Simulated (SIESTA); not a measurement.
**LiCl in SIESTA: the effect of functional**

The system is LiCl.

```
CELL_PARAMETERS angstrom
0.00000 2.56477 2.56477
2.56477 0.00000 2.56477
2.56477 2.56477 0.00000
ATOMIC_POSITIONS crystal
Cl 0.50000 0.50000 0.50000
Li 0.00000 0.00000 0.00000
```

Alike in all runs:

* Program: SIESTA 5.4.2
* Task: single point
* Basis: DZP (energy shift 0.003 Ry; two zetas on semicore shells)
* Grid cutoff: 800 Ry
* Energy shift: 0.003 Ry
* k mesh: 9 × 9 × 9
* Occupations: fermi-dirac, width 0.05 eV
* Spin: no spin polarisation

```csv
functional,potentials or basis,gap on the mesh (eV),pressure (GPa)
LDA,PseudoDojo 0.4 standard (LDA files),6.24,-2.9
PBEsol,PseudoDojo 0.4 standard (PBEsol files),6.38,-0.9
AM05,PseudoDojo 0.4 standard (PBEsol files),6.50,0.1
WC,PseudoDojo 0.4 standard (PBEsol files),6.39,-0.8
PW91,PseudoDojo 0.4 standard (PBE files),?,?
revPBE,PseudoDojo 0.4 standard (PBE files),6.72,2.4
RPBE,PseudoDojo 0.4 standard (PBE files),6.75,2.6
BLYP,PseudoDojo 0.4 standard (PBE files),6.71,2.5
```

Q: What does the run with functional PW91 give?

A: gap on the mesh 6.55 eV; pressure 0.7 GPa.

Caveats: an odd mesh through Γ misses points on the zone boundary, where band edges often lie; the basis of atomic orbitals isn't converged, which shifts pressures, moduli and gaps; the potentials were made for another functional, which shifts forces and pressure (some runs).

Runs at the PBE level aren't shown here.
